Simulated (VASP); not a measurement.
Wanted: the native input for a VASP 6.6.1 run.

```
Task                   : single point
Functional             : PBE
Potentials or basis    : VASP PAW PBE potentials, release 64 (Ba_sv)
Cutoff                 : 520 eV
k mesh                 : 14 × 14 × 14
Occupations            : gaussian, width 0.15 eV
Spin                   : no spin polarisation
Dipole correction      : no
Further INCAR settings : ALGO = Fast; EDIFF = 1e-07; NBANDS = 11
```

The structure of Ba lies in POSCAR:

```
Ba
1.0
   -2.3750000000      2.5000000000      2.5000000000
    2.3750000000     -2.5000000000      2.5000000000
    2.3750000000      2.5000000000     -2.5000000000
Ba
1
Direct
    0.0000000000      0.0000000000      0.0000000000
```

The cell isn't the ideal one: strain -0.0500 x Voigt [1, 0, 0, 0, 0, 0], atoms carried along.

One way to write it, as run:

INCAR

```
SYSTEM = Ba
ALGO = Fast ; EDIFF = 1E-7
ENCUT = 520 ; GGA = PE
ISIF = 2 ; ISMEAR = 0
LASPH = .True. ; LCHARG = .False.
LREAL = .False. ; LWAVE = .False.
NBANDS = 11 ; NELM = 80
PREC = Accurate ; SIGMA = 0.15
```

KPOINTS

```
k-points
0
Gamma
  14 14 14
  0 0 0
```

Potentials or basis: VASP PAW PBE potentials, release 64 (Ba_sv).

The run is started by

```bash
$ cat potpaw_PBE.64/Ba_sv/POTCAR > POTCAR
$ mpirun -np 1 vasp_std > vasp.out
```

It gave:

```json
{
 "Pressure": "0.7 GPa",
 "Band gap on the k mesh": "none (metal or under the smearing width)"
}
```

It took 50 s on 1 thread of Intel(R) Xeon(R) Platinum 8559C (Emerald Rapids), with other jobs on the host, peak memory 0.29 GiB.
